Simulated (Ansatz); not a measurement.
# HfO2: the cost of one run

Computed with Ansatz 0.2.0 (DFT PBEsol, scalar-relativistic, plane waves, PAW, unless a step's input says otherwise).

3 further runs of the same task are left out: 3 set aside as unsound or not needed.

**1. Starting point**

The structure is cubic, space group Fm-3m (No. 225). The conventional cell has a = 5.044 Å, b = 5.044 Å, c = 5.044 Å, α = 90.00°, β = 90.00°, γ = 90.00°. Around Hf (site symmetry m-3m) lie 8 O at 2.18 Å. Around O (site symmetry -43m) lie 4 Hf at 2.18 Å.

As a file:

```cif
data_structure
_symmetry_space_group_name_H-M 'Fm-3m'
_symmetry_Int_Tables_number 225
_cell_length_a 5.0438
_cell_length_b 5.0438
_cell_length_c 5.0438
_cell_angle_alpha 90.000
_cell_angle_beta 90.000
_cell_angle_gamma 90.000
_cell_volume 128.31
loop_
_atom_site_label
_atom_site_type_symbol
_atom_site_symmetry_multiplicity
_atom_site_Wyckoff_symbol
_atom_site_fract_x
_atom_site_fract_y
_atom_site_fract_z
_atom_site_occupancy
Hf1 Hf 4 a 0.00000 0.00000 0.00000 1
O1 O 8 c 0.25000 0.75000 0.75000 1
```

This cell was relaxed beforehand with the same method: volume 10.69 Å³/atom, gap on the mesh 3.69 eV.

**2. Phonons at Γ, at rest**

Contents of input.yaml:

```yaml
crystal:
  lattice:
    - [0.0, 2.5218796113, 2.5218796113]
    - [2.5218796113, 0.0, 2.5218796113]
    - [2.5218796113, 2.5218796113, 0.0]
  atoms:
    - { symbol: Hf, position: [0.0, 0.0, 0.0] }
    - { symbol: O, position: [0.25, 0.25, 0.25] }
    - { symbol: O, position: [0.75, 0.75, 0.75] }
basis:
  ecutwfc: 420
kpoints:
  mp_grid: { grid: [8, 8, 8] }
hamiltonian:
  xc: pbesol
scf:
  occupations: { method: fixed }
output:
  eigenvalues: true
phonons:
  method: dfpt
  dielectric: true
  rigid_motions: translations
  eigenvectors: true
```

Run with:

```
$ ansatz run input.yaml --threads 1 --pin off --max-ram 3072MiB --backend cpu --events-out ev --progress --plain --runs-dir out
```

What time and memory should one allow on 1 thread of Arm Neoverse V1, shared host?

About 39 s, with a peak of 0.56 GiB.
